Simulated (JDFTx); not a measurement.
Runs of JDFTx 1.7.0 (patched build) on CuO. Symmetry: Pm-3m, No. 221, cubic system. The conventional cell has a = 2.553 Å, b = 2.553 Å, c = 2.553 Å, α = 90.00°, β = 90.00°, γ = 90.00°. Cu (site symmetry m-3m) has 8 O at 2.21 Å as nearest neighbours. O (site symmetry m-3m) has 8 Cu at 2.21 Å as nearest neighbours. Measurements of this composition are mostly on another form, of space group No. 15.

| level | gap on the mesh (eV) | pressure (GPa) | relaxed volume (Å³/atom) |
| --- | --- | --- | --- |
| AM05 | none | 0.0 | 8.70 |
| LDA | none | 0.0 | 8.37 |
| SCAN | none | 0.0 | 8.76 |
| PBEsol | none | 0.0 | 8.70 |
| revPBE | none | 0.0 | (b) |
| RPBE | none | 0.0 | (a) |
| TPSS | none | 0.0 | 8.85 |
| BLYP | none | 0.0 | 9.59 |

Alike in all rows: task relaxation of cell and atoms; potentials or basis SG15-PBE-1.2 with smoothed tails; no spin polarisation; cell relaxed; k mesh 5 × 5 × 5; cutoff (eV) 1361; smearing fermi-dirac 0.05 eV; the mesh is coarse, so values aren't converged.

Q: Estimate the missing entries.

A: (a) 9.50; (b) 9.41.

Caveats: all runs use coarse meshes; the potentials were made for another functional, which shifts forces and pressure; an odd number of electrons without spin polarisation forces a metal; a magnetic or distorted state may lie lower; the run has no spin polarisation, though such a crystal can be magnetic; semilocal functionals often make such compounds metallic where correlation or magnetic order opens a gap, which also shifts bond lengths; the plane waves are those of the starting cell, so after so large a change of volume the result is rough (some runs).

A gap of «none» marks a metal or a gap under the smearing width.

Runs at the PBE level aren't shown here.
